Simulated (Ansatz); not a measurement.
GeO₂:
```xyz
6
Lattice="4.4107 0.0000 0.0000 0.0000 4.4107 0.0000 0.0000 0.0000 2.8701" Properties=species:S:1:pos:R:3 pbc="T T T"
Ge     0.0000     0.0000     0.0000
Ge     2.2053     2.2053     1.4350
O      1.3497     1.3497     0.0000
O      0.8557     3.5550     1.4350
O      3.0610     3.0610     0.0000
O      3.5550     0.8557     1.4350
```

Relaxed with r²SCAN.

### Question
Give the Bader charges and basin volumes of the independent atoms, the program Ansatz at the r²SCAN level (PAW).

### Answer


```tsv
atom	Bader charge (e)	Bader volume (Å³)
Ge1	+2.60	6.0
O3	-1.30	11.0
```

Space group P4_2/mnm (rutile). Symmetry was held in the r²SCAN relaxation.

Potentials: the later of the program's two PAW sets.
